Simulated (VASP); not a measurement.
Input of a VASP 6.6.1 run:

File INCAR:

```
SYSTEM = CaF2
  ALGO = Normal
  EDIFF = 1E-6
  ENCUT = 450
  ISIF = 2
  ISMEAR = 0
  KPAR = 2
  LASPH = .True.
  LCHARG = .False.
  LMIXTAU = .True.
  LREAL = .False.
  LWAVE = .False.
  METAGGA = R2SCAN
  NELM = 120
  PREC = Accurate
  SIGMA = 0.02
```

The input KPOINTS:

```
k-points
0
Gamma
  10 10 10
  0 0 0
```

The input POSCAR:

```
CaF2                                    
1.0
    0.0000000000      2.7564989548      2.7564989548
    2.7564989548      0.0000000000      2.7564989548
    2.7564989548      2.7564989548      0.0000000000
  Ca              F             
     1     2
Direct
     0.0000000000000000    0.0000000000000000    0.0000000000000000
     0.7500000000000000    0.7500000000000000    0.7500000000000000
     0.2500000000000000    0.2500000000000000    0.2500000000000000
```

The input KPOINTS_OPT:

```
path GXWKGLUWLK,UX
20
line-mode
reciprocal
 0.0000000000  0.0000000000  0.0000000000  G
 0.5000000000  0.0000000000  0.5000000000  X

 0.5000000000  0.0000000000  0.5000000000  X
 0.5000000000  0.2500000000  0.7500000000  W

 0.5000000000  0.2500000000  0.7500000000  W
 0.3750000000  0.3750000000  0.7500000000  K

 0.3750000000  0.3750000000  0.7500000000  K
 0.0000000000  0.0000000000  0.0000000000  G

 0.0000000000  0.0000000000  0.0000000000  G
 0.5000000000  0.5000000000  0.5000000000  L

 0.5000000000  0.5000000000  0.5000000000  L
 0.6250000000  0.2500000000  0.6250000000  U

 0.6250000000  0.2500000000  0.6250000000  U
 0.5000000000  0.2500000000  0.7500000000  W

 0.5000000000  0.2500000000  0.7500000000  W
 0.5000000000  0.5000000000  0.5000000000  L

 0.5000000000  0.5000000000  0.5000000000  L
 0.3750000000  0.3750000000  0.7500000000  K

 0.6250000000  0.2500000000  0.6250000000  U
 0.5000000000  0.0000000000  0.5000000000  X
```

Potentials or basis: VASP PAW PBE potentials, release 64 (Ca_sv, F).

Command:

```sh
$ cat potpaw_PBE.64/Ca_sv/POTCAR potpaw_PBE.64/F/POTCAR > POTCAR
$ mpirun -np 2 vasp_std > vasp.out
```

What does it give for the band gap along the path?

7.79 eV, indirect (least direct gap 8.04 eV).

Estimate the band gap on the k mesh.

7.79 eV, indirect (least direct gap 8.04 eV).

Levels at the corners of the path, in eV from the valence-band top:
```csv
point,band 8,band 9,band 10,band 11,band 12,band 13,band 14,band 15,band 16
Γ,-2.01,-2.01,-0.25,-0.25,-0.25,7.79,9.90,9.90,11.94
X,-1.61,-1.61,-0.34,-0.34,0.00,8.68,10.28,10.78,11.61
X,-1.61,-1.61,-0.34,-0.34,0.00,8.68,10.28,10.78,11.61
W,-2.06,-1.01,-1.01,-0.25,-0.09,9.00,10.44,10.68,10.68
W,-2.06,-1.01,-1.01,-0.25,-0.09,9.00,10.44,10.68,10.68
K,-1.67,-1.46,-0.60,-0.42,-0.09,8.94,10.46,10.50,11.08
K,-1.67,-1.46,-0.60,-0.42,-0.09,8.94,10.46,10.50,11.08
Γ,-2.01,-2.01,-0.25,-0.25,-0.25,7.79,9.90,9.90,11.94
Γ,-2.01,-2.01,-0.25,-0.25,-0.25,7.79,9.90,9.90,11.94
L,-1.43,-1.23,-1.20,-0.81,-0.81,10.08,10.08,10.48,11.09
L,-1.43,-1.23,-1.20,-0.81,-0.81,10.08,10.08,10.48,11.09
U,-1.67,-1.46,-0.60,-0.42,-0.09,8.94,10.46,10.50,11.08
U,-1.67,-1.46,-0.60,-0.42,-0.09,8.94,10.46,10.50,11.08
W,-2.06,-1.01,-1.01,-0.25,-0.09,9.00,10.44,10.68,10.68
W,-2.06,-1.01,-1.01,-0.25,-0.09,9.00,10.44,10.68,10.68
L,-1.43,-1.23,-1.20,-0.81,-0.81,10.08,10.08,10.48,11.09
L,-1.43,-1.23,-1.20,-0.81,-0.81,10.08,10.08,10.48,11.09
K,-1.67,-1.46,-0.60,-0.42,-0.09,8.94,10.46,10.50,11.08
U,-1.67,-1.46,-0.60,-0.42,-0.09,8.94,10.46,10.50,11.08
X,-1.61,-1.61,-0.34,-0.34,0.00,8.68,10.28,10.78,11.61
```

Caveat: the PAW data sets were made with another functional, which shifts forces and pressure a little. r2SCAN opens gaps a little over a GGA but as a rule still falls short of measured ones.
